Squeezing and stretching a metal on the computer

A metal has a volume at which it neither pushes outward nor pulls inward, and the cost of leaving that volume tells how stiff it is. The table follows this cost for osmium in the body-centred cubic (bcc) structure with three density functionals, PBE, RPBE and BLYP. The volume scale is the volume divided by the relaxed volume of the same functional. The energy change counts from that relaxed cell, and a positive pressure means that the metal is compressed.

Bcc Os with BLYP, PBE and RPBE (relaxed volumes 15.48, 14.79 and 14.95 Å³ per atom), from Ansatz 0.2.0: scalar-relativistic plane-wave PAW, 16×16×16 k mesh, 420 eV cutoff, no spin polarisation. Energies are extrapolated to zero smearing and count from the relaxed cell; pressures, positive in compression, include Fermi-Dirac smearing of 0.1 eV.

```
volume scale  energy change, BLYP (meV/atom)  pressure, BLYP (GPa)  energy change, PBE (meV/atom)  pressure, PBE (GPa)  energy change, RPBE (meV/atom)  pressure, RPBE (GPa)
        0.88                           265.4                 52.65                          293.4                60.63                           285.9                 58.47
        0.92                           107.1                 30.90                          118.7                35.64                           115.7                 34.36
        0.96                            23.8                 13.70                           26.6                15.80                            25.9                 15.24
           1                             0.0                  0.09                            0.0                 0.04                             0.0                  0.08
        1.04                            23.1                -10.64                           25.5               -12.45                            24.7                -11.93
        1.08                            83.2                -19.08                           92.1               -22.32                            89.4                -21.40
        1.12                           172.3                -25.68                          191.3               -30.07                           185.7                -28.84
```

1. Why does compression cost more than an equal expansion?

The two limits give the answer. If the atoms are pulled far apart, the energy levels off at that of separate atoms and the inward pull dies away. If they are pushed together, the electrons are confined to less room and the inner shells begin to overlap, so the resistance keeps growing. The curve is therefore expected to be steeper on the compressed side, and the table shows that it is. With PBE, 12 % compression costs 293 meV per atom and 12 % expansion only 191, and the other two functionals show the same imbalance.

2. Can the energies be estimated from the pressures?

For a small strain the metal acts as a spring. Its stiffness is the bulk modulus B, the pressure gained per fractional loss of volume. Pressure then grows in proportion to the strain x, and adding up pressure times volume change gives

E = ½ B V₀ x²

where V₀ is the relaxed volume. The PBE pressures at scales 0.96 and 1.04 differ by 28.25 GPa over a strain of 0.08, so B is 353 GPa. With V₀ = 14.79 Å³, and 160.2 GPa equal to 1 eV/Å³, a strain of 4 % costs

E = ½ × (353 / 160.2) × 14.79 × 0.04² = 0.026 eV

The table has 26.6 meV for compression and 25.5 meV for expansion. At 12 % the spring gives 235 meV, which fits neither side but lies within about 3 % of their mean. The spring fails by treating both directions alike, and averaging them removes most of that fault. As energies and pressures come from the same calculation, the agreement shows that they are consistent, not that they are right for real osmium.

3. Which functional makes the metal softest?

BLYP does. The modulus, obtained in the same way, falls from 353 GPa with PBE through 340 with RPBE to 304 with BLYP. The energy changes follow this order at every strained row. The relaxed volume grows in the same order, which raises the question of whether the functional or the volume makes the metal soft.

4. Why are the BLYP pressures smaller in size by about 14 %, but the energies by only about 10 %?

Energy is pressure times volume change, and a step of 4 % is not the same volume in each column. The relaxed BLYP cell is 4.7 % larger than that of PBE, so each step covers more volume. This makes up for part of the weaker pressure:

(304 / 353) × (15.48 / 14.79) = 0.90

5. Is BLYP osmium still softer when the volumes are nearly equal?

It is not. At scale 0.96 the BLYP cell has 14.86 Å³, close to the relaxed PBE cell, and its modulus there is 370 GPa against 353 for PBE. The comparison can also be made near the relaxed BLYP volume, where BLYP has 304 GPa and PBE, at scale 1.04, has 291. In both pairs the BLYP cell is slightly the larger, which by itself would make it softer, yet it is slightly stiffer. The low modulus of BLYP at scale 1 thus goes with its larger cell: the metal is examined further out on a curve that flattens as it expands.

6. What does the change of functional do to the curve?

Going from PBE to BLYP or RPBE adds an outward pressure. At equal volume, with the PBE values interpolated between rows, BLYP pushes outward more strongly than PBE by about 18 GPa at 13.62 Å³ and by about 13 GPa at 16.10 Å³. If this extra pressure were the same at all volumes, the pressure curve would move up rigidly and the modulus at a given volume would not change. Because it fades on expansion, BLYP comes out a little stiffer than PBE at equal volume. RPBE shows the same effect on a smaller scale, with an extra pressure of about 4 GPa at its own relaxed volume.

For RPBE, theory offers a likely reason for the outward push. It rewards a rapidly varying electron density more than PBE does, and such density gains weight as the atoms move apart. BLYP differs from PBE in both exchange and correlation, and these runs do not show which part pushes harder. Its correlation does not reproduce the uniform electron gas, a limit that matters for metals, and BLYP commonly makes transition metals too large. Part of the shift may also come from the atomic datasets, which were made for PBE and used for all three functionals; this was not tested.

7. What would change in another structure or another metal?

Osmium is hexagonal close-packed in nature, and here symmetry holds it in the bcc form. The curves test a uniform change of volume, not whether the crystal would survive a shear. In the close-packed structure RPBE should again give a larger cell than PBE, since the argument made for it rests on how the density varies between atoms and not on their stacking. The same is expected of BLYP, but only from its usual behaviour in transition metals. In a softer metal a given extra pressure would enlarge the cell more, because the fractional change is roughly the pressure divided by the modulus.

8. Which digits can be trusted?

The pressures include the effect of smearing the electrons over the levels near the Fermi energy, whereas the energies are extrapolated to zero smearing. Integrating the PBE pressure from scale 0.92 to 1 therefore gives 121.7 meV, while the table has 118.7. Half the change in the electronic entropy term accounts for the 3 meV between them. Smearing pushes the PBE cell outward by about 0.4 GPa, which enlarges it by only about 0.1 %.

The three columns share one k mesh and one cutoff, which makes them comparable with each other, though convergence with these settings was not tested here. The third figure of a modulus means little, because it depends on the step: taken between scales 0.92 and 1.08, the PBE value is 362 GPa instead of 353. For real osmium the uncertainty is larger still. The choice of functional alone moves the modulus by 49 GPa, and spin-orbit coupling, which can matter in so heavy an element, is left out. A calculated modulus should therefore be quoted together with the functional and the volume at which it was taken. The output below lists the moduli, the extra pressures and the comparison of energy with pressure.

The analysis program printed:

```
Volumes in cubic angstrom per atom and harmonic energy in meV per atom:
   row  V_PBE  V_RPBE  V_BLYP  harmonic_PBE
  0.88  13.02   13.16   13.62         234.7
  0.92  13.61   13.75   14.24         104.3
  0.96   14.2   14.35   14.86         26.08
   1.0  14.79   14.95   15.48             0
  1.04  15.38   15.55    16.1         26.08
  1.08  15.97   16.15   16.72         104.3
  1.12  16.56   16.74   17.34         234.7
bulk modulus at scale 1, PBE, GPa: 353.1
bulk modulus at scale 1, RPBE, GPa: 339.6
bulk modulus at scale 1, BLYP, GPa: 304.2
relaxed volume of RPBE above PBE, percent: 1.082
relaxed volume of BLYP above PBE, percent: 4.665
bulk modulus of BLYP at scale 0.96 (14.86 cubic angstrom), GPa: 369.7
bulk modulus of PBE at scale 1.04 (15.38 cubic angstrom), GPa: 290.7
smallest ratio of energies, BLYP to PBE, strained rows: 0.8947
largest ratio of energies, BLYP to PBE, strained rows: 0.9059
smallest ratio of pressures, BLYP to PBE, strained rows: 0.854
largest ratio of pressures, BLYP to PBE, strained rows: 0.8684
extra pressure of BLYP over PBE at 13.62 cubic angstrom, GPa: 17.6
extra pressure of BLYP over PBE at 15.48 cubic angstrom, GPa: 14.34
extra pressure of BLYP over PBE at 16.10 cubic angstrom, GPa: 13.48
extra pressure of RPBE over PBE at 14.95 cubic angstrom, GPa: 3.714
energy at 0.88 over energy at 1.12, PBE: 1.534
energy at 0.88 over energy at 1.12, BLYP: 1.54
mean PBE energy of 0.96 and 1.04, meV per atom: 26.05
mean PBE energy of 0.88 and 1.12, meV per atom: 242.3
PBE pressure integrated from 0.92 to 1, meV per atom: 121.7
PBE energy at 0.92 with half the entropy term added, meV per atom: 121.7
outward pressure from the smearing, PBE, GPa: 0.4005
volume change from the smearing, PBE, percent: 0.1134
```
